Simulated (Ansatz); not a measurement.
Li₂O:
```yaml
crystal:
  lattice:
    - [0.00000, 2.31309, 2.31309]
    - [2.31309, 0.00000, 2.31309]
    - [2.31309, 2.31309, 0.00000]
  atoms:
    - { symbol: Li, position: [0.75000, 0.75000, 0.75000] }
    - { symbol: Li, position: [0.25000, 0.25000, 0.25000] }
    - { symbol: O, position: [0.00000, 0.00000, 0.00000] }
```

Relaxed with PBE. Special points in fractions of this cell's reciprocal vectors: Γ (0.000, 0.000, 0.000); X (0.500, 0.000, 0.500); U (0.625, 0.250, 0.625); K (0.375, 0.375, 0.750); L (0.500, 0.500, 0.500); W (0.500, 0.250, 0.750).

Task: List the band energies nearest the valence-band maximum at these points for plane-wave PAW PBE (Ansatz code).

Result: In eV from the valence-band maximum; about four levels below and three above (degenerate sets whole), none deeper than 8.9 eV; … stands for higher levels left out; points with the same levels are listed once.

```json
[
 {"k": "Γ", "below": "0.00 0.00 0.00", "above": "5.23 …"},
 {"k": "X", "below": "-1.60 -1.37 -1.37", "above": "4.98 13.50 13.50"},
 {"k": "U", "below": "-2.00 -1.51 -1.08", "above": "6.55 11.56 13.27"},
 {"k": "L", "below": "-2.76 -0.44 -0.44", "above": "9.19 9.77 …"},
 {"k": "W", "below": "-1.81 -1.48 -1.48", "above": "7.17 10.40 …"}
]
```

Space group Fm-3m (anti-fluorite). The cell was relaxed with PBE under the symmetry of its start.

Potentials: the later of the program's two PAW sets.
